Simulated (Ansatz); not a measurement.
# Which site? Cu in place of Al in random wurtzite alloy of AlN and GaN (72 atoms), part 2 of 2

Aim: make Cu in place of Al at several sites of random wurtzite alloy of AlN and GaN (72 atoms), relax each, and compare their energies.

Ansatz 0.2.0; Kohn-Sham DFT, PBE, PAW (set soft_2), plane waves.

The cell: 32 Al, 36 N and 4 Ga. The Brillouin zone is sampled at Γ only, in a cell whose shortest periodic width is 8 Å.

So far. Step 2 (Single point at the start): The r.m.s. force at the start is 0.54 eV/Å. Step 3 (Relaxation): The relaxation converged after 4 steps, 1.31 eV below its start, with a largest force component of 0.039 eV/Å.

## (5) Cu on a site of Al, site Al43

The site has 4 bonded neighbours (N4) at 1.90 Å on average, by cutoffs that count no bonds between two metal atoms or like ions. The change is made in the relaxed cell and the atoms are relaxed again, with spin allowed.

input.yaml

```yaml
crystal:
  lattice:
    - [9.3618, 0.0, 0.0]
    - [-4.6809, 8.10756, 0.0]
    - [0.0, 0.0, 10.0092]
  atoms:
    [... atom lines 1 to 39 left out ...]
    - { symbol: "N", position: [0.33401, 0.33421, 0.80987] }
    - { symbol: Al, position: [0.33292, 0.6663, 0.00155] }
    - { symbol: "N", position: [0.43922, 0.88682, 0.06143], spin: 0.6 }
    - { symbol: Cu, position: [0.44354, 0.88932, 0.25177], spin: 0.6 }
    - { symbol: "N", position: [0.33284, 0.66616, 0.30833], spin: 0.6 }
    - { symbol: Al, position: [0.33321, 0.66638, 0.49879] }
    - { symbol: "N", position: [0.44354, 0.88891, 0.5516] }
    [... atom lines 47 to 72 left out ...]
magnetization:
  spin_polarized: true
kpoints:
  mp_grid: { grid: [1, 1, 1] }
hamiltonian:
  xc: pbe
scf:
  occupations: { method: fermi_dirac, width: 0.025 }
  lower_state_search: "off"
output:
  forces: true
  eigenvalues: true
relax:
  f_tol: 0.05
  max_steps: 90
```

Command:

```sh
ansatz run input.yaml --threads 4 --pin off --max-ram 8192MiB --backend cpu --events-out ev --progress --plain --runs-dir out
```

Numbers of over 12 decimals in the logs are rounded to 6 here.

Output:

```text
[...]
Crystal: 72 atoms, lattice volume = 759.712 Å³
Basis set: ecut = 420 eV, 14817 PW (Γ), exchange–correlation on 128×128×144 points (8 copies of the dense FFT grid, shifted against one another)
Bands: 246, of which v1, the nominal top of the filled ones, is band 172 counted from 1 (171 counted from 0)
Symmetry: 1 space group operations
[...]
k-points: 1
[...]
Starting moments: Σ|m| = 3 μB on 5 of 72 sites
[...]
SCF iter   1: F=—  HF=-52372.833521 eV  |F-HF|=—  |Δ(HF+E_count)|=         —  Δρ=6.94e-2 (↑6.66e-2 ↓6.94e-2)  dr2=1.62e2  dr2_m=5.33e-1  M=2.000 μB ∫|m|=2.174 μB  β_m=0.30  ethr=3.10e-3  ⟨swp⟩=6.0  Hψ=2091  notcnv=0  defer=25
[...]
spin=Collinear: Resta preconditioning applied to the charge; magnetization (m = ρ↑ − ρ↓) channel mixes plain (no charge-response kernel on spin).
SCF iter   2: F=—  HF=-52336.539597 eV  |F-HF|=—  |Δ(HF+E_count)|=    3.63e1  Δρ=3.46e-2 (↑3.36e-2 ↓3.46e-2)  dr2=4.12e1  dr2_m=1.21e-1  M=2.000 μB ∫|m|=2.106 μB  β_m=0.30  ethr=3.10e-3  ⟨swp⟩=2.0  Hψ=916  notcnv=0  defer=134
[...]
spin=Collinear: Kerker preconditioning applied to the charge; magnetization (m = ρ↑ − ρ↓) channel mixes plain (no charge-response kernel on spin).
SCF iter   3: F=—  HF=-52326.003057 eV  |F-HF|=—  |Δ(HF+E_count)|=    1.05e1  Δρ=1.89e-2 (↑1.77e-2 ↓1.89e-2)  dr2=5.65e0  dr2_m=1.28e-1  M=2.000 μB ∫|m|=2.094 μB  β_m=0.30  ethr=3.10e-3  ⟨swp⟩=3.5  Hψ=717  notcnv=0  defer=134
[...]
SCF iter   7: F=—  HF=-52325.374167 eV  |F-HF|=—  |Δ(HF+E_count)|=   7.04e-3  Δρ=2.10e-3 (↑1.79e-3 ↓2.10e-3)  dr2=8.49e-2  dr2_m=1.49e-2  M=2.000 μB ∫|m|=2.069 μB  β_m=0.30  ethr=4.02e-5  ⟨swp⟩=2.0  Hψ=372  notcnv=0  defer=132
[...]
spin-set hold released at iteration 7 (site moments contracting): the magnetisation degrees of freedom join the quasi-Newton model from the next iteration; the mixer history was flushed
SCF iter   8: F=—  HF=-52325.378714 eV  |F-HF|=—  |Δ(HF+E_count)|=   4.55e-3  Δρ=1.60e-3 (↑1.40e-3 ↓1.60e-3)  dr2=6.71e-2  dr2_m=8.65e-3  M=2.000 μB ∫|m|=2.067 μB  β_m=0.65  ethr=2.47e-5  ⟨swp⟩=1.0  Hψ=360  notcnv=0  defer=132
[...]
SCF iter  18: F=-52325.377230 eV  HF=-52325.377239 eV  |F-HF|=9.09e-6  |Δ(HF+E_count)|=   3.54e-6  Δρ=3.01e-5 (↑8.55e-6 ↓3.01e-5)  dr2=9.53e-6  dr2_m=1.04e-6  M=2.000 μB ∫|m|=2.063 μB  ethr=9.48e-9  ⟨swp⟩=3.0  Hψ=1601  notcnv=0
SCF 1 converged in 18 iterations: F = -52325.377230 eV  dr2 = 9.53e-6
[...]
relax step   1: F+E_penalty+E_count = -52325.37723022 eV  Δ(F+E_penalty+E_count) = +0.000e0 eV  max|allowed force component| = 1.760e0 eV/Å  Δτ_max = 0.0000 Å  (18 SCF iters, dr2 threshold 6.25e-5 eV, accepted)
[...]
relax step   2: F+E_penalty+E_count = -52325.59893248 eV  Δ(F+E_penalty+E_count) = -2.217e-1 eV  max|allowed force component| = 9.108e-1 eV/Å  Δτ_max = 0.0449 Å  (7 SCF iters, dr2 threshold 1.00e-4 eV, accepted)
[...]
relax step   3: F+E_penalty+E_count = -52325.70133404 eV  Δ(F+E_penalty+E_count) = -1.024e-1 eV  max|allowed force component| = 1.294e-1 eV/Å  Δτ_max = 0.0620 Å  (8 SCF iters, dr2 threshold 5.18e-5 eV, accepted)
[...]
relax step   4: F+E_penalty+E_count = -52325.70513071 eV  Δ(F+E_penalty+E_count) = -3.797e-3 eV  max|allowed force component| = 4.635e-2 eV/Å  Δτ_max = 0.0094 Å  (11 SCF iters, accepted)
SCF converged after 11 iterations
Magnetization: 2.0000 μB (173.0000 up, 171.0000 down)
Absolute magnetization: 2.0964 μB (∫|ρ↑−ρ↓|, with the PAW one-centre terms)
[...]
Per-site moments (μB) at R_I (Å): [(-3.0101265328298824e-5, 0.775303), (0.000628007, 0.779982), (-4.808815071322552e-5, 0.778092), (0.060102, 0.779732), (-0.000122944, 0.777285), [...]
Free energy (F): -52325.705131 eV
[...]
Internal energy: -52325.696968 eV  (E = F + TS)
E sigma→0 (E₀):  -52325.701049 eV
Entropy (-TS):   -0.008163 eV (-0.113 meV/atom)
Fermi energy:    8.408780 eV
[...]
--- Forces (eV/Å), atoms counted from 1 ---
  atom   1  Al     0.00026212     0.00016629    -0.00656750
  atom   2  N      0.00048778    -0.00267999     0.00262685
  atom   3  Al    -0.00128097    -0.00662161    -0.00253493
  atom   4  N     -0.00162584     0.00806414     0.00127930
  atom   5  Al    -0.00017153    -0.00020700    -0.00169502
  atom   6  N      0.00413857     0.00069268    -0.00080086
  atom   7  Al     0.00079600    -0.00077707    -0.00116613
  atom   8  N     -0.00117317     0.00068843     0.00590035
  atom   9  Al     0.00083245     0.00385684    -0.00244300
  atom  10  N      0.00198527    -0.00462515     0.00677454
  atom  11  Al    -0.01564064     0.00281770    -0.01446537
  atom  12  N      0.01003424     0.00890471     0.00771872
  atom  13  Ga    -0.00354917    -0.00311787    -0.00516260
  atom  14  N     -0.00014682     0.00040305    -0.00257852
[...]
atom  71  Al    -0.00035702     0.00417576    -0.00519477
  atom  72  N      0.00002918    -0.00139099     0.00684053
  max |Σ_I F_I| component: 2.17e-4 eV/Å
--- Band table (eV) ---
[...]
--- Relaxed structure (4 steps of the walk, 4 accepted, 0 SCFs on fresh bases) ---
  F+E_penalty+E_count = -52325.70513071 eV   max|allowed force component| = 4.635e-2 eV/Å
  atoms:
    - { symbol: Al, position: [0.00143525, 0.000304757, 0.999207] }
    - { symbol: N, position: [0.111134, 0.221904, 0.058093] }
    - { symbol: Al, position: [0.112950, 0.223459, 0.248998] }
    - { symbol: N, position: [0.00666356, 0.00356779, 0.311676] }
[...]
- { symbol: N, position: [0.666341, 0.666702, 0.807874] }
```

Elapsed: 65 s, on 4 threads of Arm Neoverse V1, shared host; peak memory 1.3 GiB; 4.2 min of CPU time.

The relaxation converged after 4 steps, 0.328 eV below its start, with a largest force component of 0.046 eV/Å.

Local excerpt of 10 atoms (numbers count through the whole input) about the Cu atom, after relaxation; x, y, z are measured from there.

```csv
atom,x,y,z,distance (Å),bonds,moment (μB)
Cu43,0.00,0.00,0.00,0.00,4,0.65
N44,-0.01,-1.89,0.58,1.98,4,0.20
N52,1.58,1.00,0.65,1.98,4,0.18
N42,-0.05,-0.06,-1.99,1.99,4,0.16
N28,-1.63,0.97,0.63,2.00,4,0.21
N46,-0.01,0.01,3.03,3.03,4,0.01
Al45,0.00,-1.79,2.48,3.06,4,0.00
Al25,-1.58,0.91,-2.49,3.08,4,0.00
Ga49,1.55,0.91,-2.51,3.09,4,0.00
Al29,-1.57,0.93,2.51,3.11,4,0.00
```

The column of bonds counts only the pairs N-Al within 2.33 Å, N-Ga within 2.38 Å, N-Cu within 2.38 Å; other neighbours, such as metal atoms beside each other in a compound, aren't counted, and periodic images can show an atom twice.

The largest move is 0.11 Å, by N42.

## (6) Cu on a site of Al, site Al15

The site has 4 bonded neighbours (N4) at 1.89 Å on average. 

Input and log are left out; they have the form of those shown for this kind of step.

Elapsed: 89 s, on 4 threads of Arm Neoverse V1, shared host; peak memory 1.3 GiB; 5.8 min of CPU time.

The relaxation converged after 6 steps, 0.340 eV below its start, with a largest force component of 0.025 eV/Å.

A closer look about the Cu atom, after relaxation: 10 atoms, nearest first, numbered in the order of the input, with positions taken from that point.

```csv
atom,x,y,z,distance (Å),bonds,moment (μB)
Cu15,0.00,0.00,0.00,0.00,4,0.64
N14,-0.04,0.10,-1.98,1.98,4,0.10
N16,0.01,-1.86,0.71,1.99,4,0.19
N48,1.62,0.91,0.72,1.99,4,0.23
N24,-1.63,0.96,0.65,2.00,4,0.24
Ga13,-0.01,-1.77,-2.47,3.04,4,0.00
Al45,1.55,0.93,-2.48,3.07,4,0.00
Al55,-1.57,-2.65,0.04,3.08,4,0.00
Al21,-1.60,0.95,-2.48,3.10,4,0.00
Al7,1.57,-2.68,0.06,3.10,4,0.00
```

The column of bonds counts only the pairs N-Al within 2.33 Å, N-Ga within 2.38 Å, N-Cu within 2.43 Å; other neighbours, such as metal atoms beside each other in a compound, aren't counted, and periodic images can show an atom twice.

The largest move is 0.14 Å, by N14.

## (7) The sites compared

All these cells hold the same atoms, so their energies can be compared with no chemical potential.

```csv
site,neighbours,mean distance (Å),atoms within 6 Å,energy over the best site (eV),before relaxation (eV),gain on relaxing (eV),moment (μB)
Al15,N4,1.89,91,0.00,0.00,0.34,2.0
Al43,N4,1.90,91,0.02,0.00,0.33,2.0
```

Neighbours are those of the relaxed host within 2.33 Å (N-Al); other pairs aren't counted.

## (8) Findings

The cheapest site is Al15 (4 neighbours, N4); the dearest, Al43 (4 neighbours, N4), costs 0.015 eV more, a spread under the thermal energy at room temperature. Relaxation gains 0.33 to 0.34 eV and leaves the best site the same; before relaxing the sites lay within 0.00 eV, so most of the preference arises as the atoms move.

**Limits.** Defects are neutral and interact with their images. The reference ran with gaussian smearing of 0.025 eV, but 2 of the 2 defect cells with fermi-dirac smearing of 0.025 eV, spin polarised. In the spin-polarised runs the search for a state of lower energy was switched off. Only 2 of the 32 Al sites were tried; unless symmetry makes the others alike to these, a cheaper one may exist. A local or semilocal functional tends to spread out the unpaired spin of such defects. The host structure and its lattice constant were typed by rule, without a check against the phase diagram. The pressure of 4.1 GPa says that the cell would expand at this level of theory.

The DFT runs together took 3 min of wall time.

[Logs are printed without paths, hosts, clocks, repeated set-up lines and the standing remarks that a program may print on its own settings, such as how far it seeks lower states.]

[Hosts, paths, dates, database ids (printed as entryN), source tags and the programs' standing remarks are cut or masked in the printed files.]
